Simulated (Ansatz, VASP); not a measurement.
# ZrB2 in VASP and in Ansatz

The input INCAR:

```
ALGO = Normal ; EDIFF = 1E-6
ENCUT = 520 ; GGA = CA
ISIF = 2 ; ISMEAR = -1
LASPH = True ; LCHARG = False
LREAL = False ; LWAVE = False
NBANDS = 16 ; NELM = 100
PREC = Accurate ; SIGMA = 0.05
```

Contents of KPOINTS:

```
k-points
0
Gamma
  12 12 9
```

File POSCAR:

```
ZrB2
1.0
    3.1222243140      0.0000000000      0.0000000000
   -1.5611121570      2.7039255722      0.0000000000
    0.0000000000      0.0000000000      3.4724266007
Zr B
1 2
Direct
    0.0000000000      0.0000000000      0.0000000000
    0.3333333333      0.6666666667      0.5000000000
    0.6666666667      0.3333333333      0.5000000000
```

Input for Ansatz:

```yaml
crystal:
  lattice:
    - [3.122224314, 0.0, 0.0]
    - [-1.561112157, 2.7039255722, 0.0]
    - [0.0, 0.0, 3.4724266007]
  atoms:
    - { symbol: Zr, position: [0.0, 0.0, 0.0] }
    - { symbol: B, position: [0.3333333333, 0.6666666667, 0.5] }
    - { symbol: B, position: [0.6666666667, 0.3333333333, 0.5] }
kpoints:
  mp_grid: { grid: [12, 12, 9] }
  band_path:
    path:
      - [0.0, 0.0, 0.0]
      - [0.5, 0.0, 0.0]
      - [0.3333333333, 0.3333333333, 0.0]
      - [0.0, 0.0, 0.0]
      - [0.0, 0.0, 0.5]
      - [0.5, 0.0, 0.5]
      - [0.3333333333, 0.3333333333, 0.5]
      - [0.0, 0.0, 0.5]
      - [0.5, 0.0, 0.5]
    npoints: 5
scf:
  occupations: { method: fermi_dirac, width: 0.05 }
hamiltonian:
  xc: lda
  pseudopotentials: { kind: all_electron, lapw: { basis_error: 0.001 } }
output:
  forces: true
  stress: true
  eigenvalues: true
```

Change from the starting cell: volume scaled by 0.96.

Alike in both runs: task single point; functional LDA; k mesh 12 × 12 × 9; occupations fermi-dirac, width 0.05 eV; no spin polarisation.

|  | VASP | Ansatz |
| --- | --- | --- |
| version | VASP 6.6.1 | Ansatz 0.2.0 |
| potentials or method | VASP PAW LDA potentials, release 64 (Zr_sv, B) | all-electron LAPW, scalar-relativistic |
| plane-wave cutoff (eV) | 520 | see its input |

Ansatz gave:

| Property | Result |
| --- | --- |
| pressure (GPa) | 3.0 |
| largest component of the traceless stress (GPa) | 0.38 |

Problem. What did VASP give for the same quantities?

Solution. Pressure (GPa): 3.6; largest component of the traceless stress (GPa): 0.38.

Ansatz ran all-electron here, so the differences hold the error of VASP's frozen core and of both bases.
